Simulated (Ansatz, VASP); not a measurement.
# Cross-check of Ga16N15 (V_N) between VASP and Ansatz, part 2 of 2

One calculation is typed for both programs; each brings its own data sets. How far apart do they land? Of the first pair: The cell is taken from a series of runs on this material, whose earlier steps may have relaxed, scaled, displaced or heated it; both programs get it as it stands.

VASP 6.6.1 and Ansatz 0.2.0.

So far. Step 3 (VASP: single point, r2SCAN, pair 1): The run ends at a pressure of 5.42 GPa, with forces up to 0.075 eV/Å.

### 5. Ansatz: relaxation, r2SCAN

Level of this step: Ansatz beside VASP: Kohn-Sham DFT, plane waves, r2SCAN (Ansatz).

The two programs are compared at the cell with which this relaxation starts, whose forces are those of its first step. This pair takes another cell of the material, with 32 atoms against 31 for the pair before.

The structure compared here is the start of the Ansatz relaxation; VASP solves that cell, so the two are compared at the walk's first step.

The input, input.yaml:

```yaml
crystal:
  lattice:
    - [6.3665450895, 0.0, 0.0]
    - [-3.1832725448, 5.5135897818, 0.0]
    - [0.0, 0.0, 10.3676632292]
  atoms:
    - { symbol: Ga, position: [0.3333333334, 0.1666666666, 0.249553118] }
    - { symbol: Ga, position: [0.1666666666, 0.3333333334, 0.499553118] }
    - { symbol: "N", position: [0.3333333334, 0.1666666666, 0.437946882] }
    - { symbol: "N", position: [0.1666666666, 0.3333333334, 0.187946882] }
    - { symbol: Ga, position: [0.3333333334, 0.1666666666, 0.749553118] }
    - { symbol: Ga, position: [0.1666666666, 0.3333333334, 0.999553118] }
    - { symbol: "N", position: [0.3333333334, 0.1666666666, 0.937946882] }
    - { symbol: "N", position: [0.1666666666, 0.3333333334, 0.687946882] }
    - { symbol: Ga, position: [0.3333333334, 0.6666666666, 0.249553118] }
    - { symbol: Ga, position: [0.1666666666, 0.8333333333, 0.499553118] }
    - { symbol: "N", position: [0.3333333334, 0.6666666666, 0.437946882] }
    - { symbol: "N", position: [0.1666666666, 0.8333333333, 0.187946882] }
    - { symbol: Ga, position: [0.3333333334, 0.6666666666, 0.749553118] }
    - { symbol: Ga, position: [0.1666666666, 0.8333333333, 0.999553118] }
    - { symbol: "N", position: [0.3333333334, 0.6666666666, 0.937946882] }
    - { symbol: "N", position: [0.1666666666, 0.8333333333, 0.687946882] }
    - { symbol: Ga, position: [0.8333333333, 0.1666666666, 0.249553118] }
    - { symbol: Ga, position: [0.6666666666, 0.3333333334, 0.499553118] }
    - { symbol: "N", position: [0.8333333333, 0.1666666666, 0.437946882] }
    - { symbol: "N", position: [0.6666666666, 0.3333333334, 0.187946882] }
    - { symbol: Ga, position: [0.8333333333, 0.1666666666, 0.749553118] }
    - { symbol: Ga, position: [0.6666666666, 0.3333333334, 0.999553118] }
    - { symbol: "N", position: [0.8333333333, 0.1666666666, 0.937946882] }
    - { symbol: "N", position: [0.6666666666, 0.3333333334, 0.687946882] }
    - { symbol: Ga, position: [0.8333333333, 0.6666666666, 0.249553118] }
    - { symbol: Ga, position: [0.6666666666, 0.8333333333, 0.499553118] }
    - { symbol: "N", position: [0.8333333333, 0.6666666666, 0.437946882] }
    - { symbol: "N", position: [0.6666666666, 0.8333333333, 0.187946882] }
    - { symbol: Ga, position: [0.8333333333, 0.6666666666, 0.749553118] }
    - { symbol: Ga, position: [0.6666666666, 0.8333333333, 0.999553118] }
    - { symbol: "N", position: [0.8333333333, 0.6666666666, 0.937946882] }
    - { symbol: "N", position: [0.6666666666, 0.8333333333, 0.687946882] }
basis:
  ecutwfc: 500
  xc_grid: 2
hamiltonian:
  xc: r2scan
  pseudopotentials: { kind: paw, azcp: { folder: soft_1 } }
kpoints:
  mp_grid: { grid: [2, 2, 2], shift: [0.5, 0.5, 0.5] }
scf:
  occupations: { method: fermi_dirac, width: 0.01 }
  max_iter: 80
output:
  forces: true
relax:
  f_tol: 0.01
  max_steps: 120
  random_displacement: { amplitude: 0.08, seed: 8075 }
checkpoint:
  write: "../pristine.rattled.run"
  compress: false
  write_wavefunctions: false
  write_every: 100000
```

The run is started by

```sh
> ansatz run input.yaml --threads 4 --pin off --max-ram 7536MiB --backend cpu --events-out ev --progress --plain --runs-dir out
```

Numbers of over 12 decimals in the logs are rounded to 6 here.

The log of the run:

```text
[...]
Crystal: 32 atoms, lattice volume = 363.931 Å³
Basis set: ecut = 500 eV, 9211 PW (Γ), exchange–correlation on 96×96×160 points (8 copies of the dense FFT grid, shifted against one another)
Bands: 176, of which v1, the nominal top of the filled ones, is band 144 counted from 1 (143 counted from 0)
Symmetry: 1 space group operations
k-points: 4 of 8 (time reversal used)
[...]
- { symbol: Ga, position: [0.833145, 0.665428, 0.250509] }
    - { symbol: Ga, position: [0.666759, 0.831831, 0.500502] }
    - { symbol: N, position: [0.833437, 0.665146, 0.438909] }
    - { symbol: N, position: [0.666484, 0.832090, 0.188908] }
    - { symbol: Ga, position: [0.833138, 0.665433, 0.750511] }
    - { symbol: Ga, position: [0.666799, 0.831845, 1.000524] }
    - { symbol: N, position: [0.833435, 0.665157, 0.938909] }
    - { symbol: N, position: [0.666488, 0.832100, 0.688903] }
[key lines of the parts left out:]
SCF converged after 2 iterations
Free energy (F): -66822.395037 eV
Fermi energy:    11.184750 eV
```

### 6. VASP: single point, r2SCAN, start cell, pair 2

The same cell, functional, mesh and smearing now go to VASP, with its own data sets.

The input, INCAR:

```
SYSTEM = GaN
PREC = Accurate
ENCUT = 580
EDIFF = 1E-06
NELM = 120
ISMEAR = -1
SIGMA = 0.01
LREAL = Auto
ALGO = Normal
METAGGA = R2SCAN
LASPH = .TRUE.
NBANDS = 168
LORBIT = 11
LWAVE = .FALSE.
LCHARG = .FALSE.
ISIF = 2
ISYM = 0
GGA_COMPAT = .FALSE.
EFERMI = MIDGAP
LMIXTAU = .TRUE.
KPAR = 4
```

The input, POSCAR:

```
GaN
1.0
    6.3665450895      0.0000000000      0.0000000000
   -3.1832725448      5.5135897818      0.0000000000
    0.0000000000      0.0000000000     10.3676632292
Ga N
16 16
Direct
    0.3213078398      0.1536606881      0.2491044455
    0.1539686471      0.3272840511      0.4958240721
    0.3249918070      0.1522518057      0.7500915904
    0.1730954975      0.3304329978      0.0053628064
    0.3226580257      0.6535591407      0.2474210382
    0.1630982890      0.8397347614      0.4940146962
    0.3413063045      0.6774785843      0.7544516857
    0.1733481818      0.8266470993      0.0025534945
    0.8347554257      0.1795652269      0.2478332815
    0.6752539789      0.3327839162      0.5050158251
    0.8308841685      0.1574573072      0.7553671282
    0.6607999417      0.3222305377      0.0045170035
    0.8391788889      0.6618136540      0.2547567317
    0.6589722294      0.8396498802      0.4975926480
    0.8277679853      0.6646085663      0.7424408789
    0.6661331671      0.8206956228      0.0008761638
    0.3287363952      0.1632631435      0.4452341765
    0.1679303926      0.3222241897      0.1852809990
    0.3399119173      0.1727195961      0.9312818893
    0.1673932563      0.3221545436      0.6909728684
    0.3397312884      0.6802268846      0.4406822347
    0.1715387508      0.8265912373      0.1833575183
    0.3394522289      0.6808021903      0.9395873289
    0.1634961536      0.8438921255      0.6869049315
    0.8477953526      0.1736757789      0.4385563940
    0.6743641219      0.3393943101      0.1943451437
    0.8472840606      0.1750271671      0.9398898078
    0.6739814883      0.3285284310      0.6921187389
    0.8249359276      0.6702749291      0.4338707673
    0.6681693317      0.8383913535      0.1951516899
    0.8228560608      0.6548648236      0.9344466333
    0.6545561689      0.8243125042      0.6917868416
```

The input, KPOINTS:

```
Points of the shifted mesh
8
Reciprocal
 0.2500000000  0.2500000000  0.2500000000 1
 0.2500000000  0.2500000000  0.7500000000 1
 0.2500000000  0.7500000000  0.2500000000 1
 0.2500000000  0.7500000000  0.7500000000 1
 0.7500000000  0.2500000000  0.2500000000 1
 0.7500000000  0.2500000000  0.7500000000 1
 0.7500000000  0.7500000000  0.2500000000 1
 0.7500000000  0.7500000000  0.7500000000 1
```

Potentials, in the order of the species: Ga_d and N (PBE family, release 64).

The run is started by

```sh
> mpirun -np 4 vasp_std
```

The log of the run:

```text
[banner, memory and clock lines left out]
running    4 mpi-ranks, on    1 nodes
[...]
[... a notice as in an earlier step ...]

 LDA part: xc-table for (None), standard interpolation
 POSCAR, INCAR and KPOINTS ok, starting setup
[...]
entering main loop
       N       E                     dE             d eps       ncg     rms          rms(c)
DAV:   1     0.529470351176E+04    0.52947E+04   -0.11731E+05  2872   0.353E+03
DAV:   2     0.108404650438E+04   -0.42107E+04   -0.39663E+04  2688   0.106E+03
DAV:   3    -0.216065565728E+03   -0.13001E+04   -0.12174E+04  3176   0.353E+02
DAV:   4    -0.408582526126E+03   -0.19252E+03   -0.18790E+03  3104   0.134E+02
[...]
DAV:  25    -0.348752070455E+03    0.56859E-05   -0.22837E-06  2096   0.374E-02    0.605E-03
DAV:  26    -0.348752067217E+03    0.32388E-05   -0.14566E-06  1664   0.384E-02    0.364E-03
DAV:  27    -0.348752066665E+03    0.55121E-06   -0.44249E-06  2232   0.227E-02
   1 F= -.34875207E+03 E0= -.34875207E+03  d E =0.000000E+00
```

Parts of OUTCAR (step 6):

```text
  Total        8.3417216      4.1343760      5.8353202     -0.2492060      2.5736061      1.1393985
  in kB       36.7237585     18.2012577     25.6895279     -1.0971094     11.3300939      5.0161101
  external PRESSURE =      26.8715147 kB  Pullay stress =       0.0000000 kB

 POSITION                                       TOTAL-FORCE (eV/Angst)
 -----------------------------------------------------------------------------------
      1.55648      0.84722      2.58263         1.249730      0.503126      1.109867
     -0.06159      1.80451      5.14054         2.461137      1.797373      2.172335
      1.58442      0.83945      7.77670         0.334774      2.131959     -0.408544
      0.05016      1.82187      0.05560        -0.136036      0.321261     -2.149068
     -0.02624      3.60346      2.56518         1.474918      0.960382      0.776337
     -1.63473      4.62995      5.12178        -0.006531     -0.949059      1.311909
      0.01634      3.73534      7.82190        -1.598400     -1.848543     -0.732093
     -1.52781      4.55779      0.02647        -2.078638      0.731789     -1.490963
      4.74290      0.99005      2.56945         0.845637     -1.785633      0.468481
      3.23969      1.83483      5.23583        -0.907139      0.175454     -0.214416
      4.78863      0.86816      7.83139         0.687125      0.765060     -0.363371
      3.18127      1.77665      0.04683         0.541195      0.703714     -0.912297
      3.23594      3.64897      2.64123        -1.245513      1.108381     -1.156896
      1.52254      4.62948      5.15887         1.037730     -0.089341      0.604317
[...]
-----------------------------------------------------------------------------------
    total drift:                               -0.034157     -0.033927     -0.043294

  FREE ENERGIE OF THE ION-ELECTRON SYSTEM (eV)
  ---------------------------------------------------
  free  energy   TOTEN  =      -348.7520666653 eV

  energy  without entropy=     -348.7520666653  energy(sigma->0) =     -348.75206667

[... 1 part as in an earlier step ...]

[... 2 further parts left out ...]
[key lines of the parts left out:]
E-fermi :   6.8372
```

The run ends at a pressure of 2.69 GPa, with forces up to 3.7 eV/Å.

### 7. Differences

Forces on 7 of the 32 atoms, those with the largest forces and the largest differences (eV/Å; atoms numbered as in POSCAR):

```tsv
atom	Ansatz x, y, z	VASP x, y, z
Ga2	2.420, 1.745, 2.151	2.461, 1.797, 2.172
Ga7	-1.542, -1.822, -0.719	-1.598, -1.849, -0.732
Ga8	-2.023, 0.708, -1.461	-2.079, 0.732, -1.491
N19	-0.095, -0.930, 2.100	-0.099, -0.947, 2.120
N21	-1.132, -1.541, -1.010	-1.153, -1.571, -1.026
N24	0.647, -2.258, -0.584	0.662, -2.296, -0.601
N25	-2.320, -0.818, -0.958	-2.351, -0.834, -0.986
```

The forces differ by 22 meV/Å r.m.s., which is 2.0 % of the r.m.s. force of 1.100 eV/Å (both taken over all components).

### 8. Ansatz: relaxation, r2SCAN

This run makes the geometry at which the two programs are then compared.

The structure compared here is the end of the Ansatz relaxation.

input.yaml is that of step 5.

The run is started by

```sh
> ansatz run input.yaml --threads 4 --pin off --max-ram 7536MiB --backend cpu --events-out ev --progress --plain --runs-dir out
```

The log of the run:

```text
[...]
Crystal: 32 atoms, lattice volume = 363.931 Å³
Basis set: ecut = 500 eV, 9211 PW (Γ), exchange–correlation on 96×96×160 points (8 copies of the dense FFT grid, shifted against one another)
Bands: 176, of which v1, the nominal top of the filled ones, is band 144 counted from 1 (143 counted from 0)
Symmetry: 1 space group operations
k-points: 4 of 8 (time reversal used)
[...]
- { symbol: Ga, position: [0.833145, 0.665428, 0.250509] }
    - { symbol: Ga, position: [0.666759, 0.831831, 0.500502] }
    - { symbol: N, position: [0.833437, 0.665146, 0.438909] }
    - { symbol: N, position: [0.666484, 0.832090, 0.188908] }
    - { symbol: Ga, position: [0.833138, 0.665433, 0.750511] }
    - { symbol: Ga, position: [0.666799, 0.831845, 1.000524] }
    - { symbol: N, position: [0.833435, 0.665157, 0.938909] }
    - { symbol: N, position: [0.666488, 0.832100, 0.688903] }
[key lines of the parts left out:]
SCF converged after 2 iterations
Free energy (F): -66822.395037 eV
Fermi energy:    11.184750 eV
```

### 9. VASP: single point, r2SCAN, relaxed cell, pair 3

The same cell, functional, mesh and smearing now go to VASP, with its own data sets.

INCAR is that of step 6.

The input, POSCAR:

```
GaN
1.0
    6.3665450895      0.0000000000      0.0000000000
   -3.1832725448      5.5135897818      0.0000000000
    0.0000000000      0.0000000000     10.3676632292
Ga N
16 16
Direct
    0.3332147847      0.1654352657      0.2505102263
    0.1668363527      0.3318318330      0.5005101896
    0.3332147847      0.1654352657      0.7505102263
    0.1668363527      0.3318318330      0.0005101896
    0.3331441106      0.6654419998      0.2505101896
    0.1667656786      0.8318385670      0.5005102263
    0.3331441107      0.6654419998      0.7505101896
    0.1667656786      0.8318385670      0.0005102263
    0.8332147847      0.1654352657      0.2505102263
    0.6668363526      0.3318318330      0.5005101896
    0.8332147847      0.1654352657      0.7505102263
    0.6668363526      0.3318318330      0.0005101896
    0.8331441106      0.6654419998      0.2505101896
    0.6667656786      0.8318385670      0.5005102263
    0.8331441106      0.6654419998      0.7505101896
    0.6667656786      0.8318385670      0.0005102263
    0.3334990153      0.1651720961      0.4389066829
    0.1665367698      0.3320997375      0.1889093192
    0.3334990153      0.1651720961      0.9389066829
    0.1665367698      0.3320997375      0.6889093192
    0.3334436935      0.6651740953      0.4389093192
    0.1664814480      0.8321017367      0.1889066829
    0.3334436935      0.6651740953      0.9389093192
    0.1664814480      0.8321017367      0.6889066829
    0.8334990153      0.1651720961      0.4389066829
    0.6665367698      0.3320997375      0.1889093192
    0.8334990153      0.1651720961      0.9389066829
    0.6665367698      0.3320997375      0.6889093192
    0.8334436935      0.6651740953      0.4389093192
    0.6664814480      0.8321017367      0.1889066829
    0.8334436935      0.6651740953      0.9389093192
    0.6664814480      0.8321017367      0.6889066829
```

KPOINTS is that of step 6.

The run is started by

```sh
> mpirun -np 4 vasp_std
```

The log of the run:

```text
[... set-up lines as in an earlier step ...]
 entering main loop
       N       E                     dE             d eps       ncg     rms          rms(c)
DAV:   1     0.530981383744E+04    0.53098E+04   -0.11783E+05  2856   0.353E+03
DAV:   2     0.108407743884E+04   -0.42257E+04   -0.39813E+04  2688   0.105E+03
DAV:   3    -0.221386512077E+03   -0.13055E+04   -0.12226E+04  3224   0.351E+02
DAV:   4    -0.410256167297E+03   -0.18887E+03   -0.18404E+03  3080   0.133E+02
[...]
DAV:  28    -0.350734247083E+03    0.45410E-05   -0.16119E-05  3512   0.620E-02    0.236E-02
DAV:  29    -0.350734236250E+03    0.10833E-04   -0.16185E-05  3000   0.421E-02    0.200E-02
DAV:  30    -0.350734236237E+03    0.13002E-07   -0.50987E-06  2136   0.247E-02
   1 F= -.35073424E+03 E0= -.35073424E+03  d E =0.000000E+00
```

OUTCAR, selected parts (step 9):

```text
  Total        2.8533134      3.7878721      3.6811633      0.8245659      0.0064776     -0.0046944
  in kB       12.5614828     16.6758022     16.2060255      3.6300852      0.0285171     -0.0206668
  external PRESSURE =      15.1477702 kB  Pullay stress =       0.0000000 kB

 POSITION                                       TOTAL-FORCE (eV/Angst)
 -----------------------------------------------------------------------------------
      1.59480      0.91214      2.59721        -0.000804     -0.002605      0.002309
      0.00586      1.82958      5.18912         0.001897     -0.002527      0.002932
      1.59480      0.91214      7.78104        -0.000778     -0.002757      0.002308
      0.00586      1.82958      0.00529         0.002043     -0.002487      0.002813
      0.00269      3.66897      2.59721         0.001618     -0.003596      0.002458
     -1.58625      4.58642      5.18912         0.004381     -0.003496      0.002534
      0.00269      3.66897      7.78104         0.001453     -0.003688      0.002520
     -1.58625      4.58642      0.00529         0.004287     -0.003472      0.002619
      4.77807      0.91214      2.59721        -0.000749     -0.002781      0.002390
      3.18913      1.82958      5.18912         0.002049     -0.002540      0.002817
      4.77807      0.91214      7.78104        -0.000720     -0.002516      0.002215
      3.18913      1.82958      0.00529         0.001866     -0.002460      0.002915
      3.18597      3.66897      2.59721         0.001465     -0.003583      0.002449
      1.59702      4.58642      5.18912         0.004385     -0.003420      0.002363
[...]
-----------------------------------------------------------------------------------
    total drift:                                0.048234     -0.082171      0.033081

  FREE ENERGIE OF THE ION-ELECTRON SYSTEM (eV)
  ---------------------------------------------------
  free  energy   TOTEN  =      -350.7342362368 eV

  energy  without entropy=     -350.7342362368  energy(sigma->0) =     -350.73423624

[... 2 parts as in an earlier step ...]

[... 1 further part left out ...]
[key lines of the parts left out:]
E-fermi :   6.8089
```

The run ends at a pressure of 1.51 GPa, with forces up to 0.0064 eV/Å.

### 10. Differences

The two programs side by side:

```tsv
quantity	Ansatz	VASP	difference
gap on the k mesh (eV)	3.830	3.821	+0.010
```

At this near-relaxed geometry the largest component of a force difference is 5 meV/Å. A gap on the mesh is an upper bound, since the band edges may lie between its points.

### 11. Outcome

```json
{
 "r.m.s. force difference (single point, r2SCAN, pair 1)": "16 meV/Å",
 "r.m.s. force difference (single point, r2SCAN, start cell, pair 2)": "2.0 % of the r.m.s. force",
 "difference in gap on the k mesh (single point, r2SCAN, relaxed cell, pair 3)": "0.0097 eV"
}
```

The r.m.s. force difference is 16 meV/Å (single point, r2SCAN, pair 1), beyond the 12 meV/Å picked in this series as the mark of a large difference. What causes the difference of the single point, r2SCAN, pair 1 pair stays open here. How closely two codes agree says nothing of how well the functional describes the real material.

[Lines on the potential files, build, host, timing and source positions are cut from VASP's logs without a mark.]

[Logs are printed without paths, hosts, clocks, repeated set-up lines and the standing remarks that a program may print on its own settings, such as how far it seeks lower states.]

[Hosts, paths, dates, database ids (printed as entryN), source tags and the programs' standing remarks are cut or masked in the printed files.]
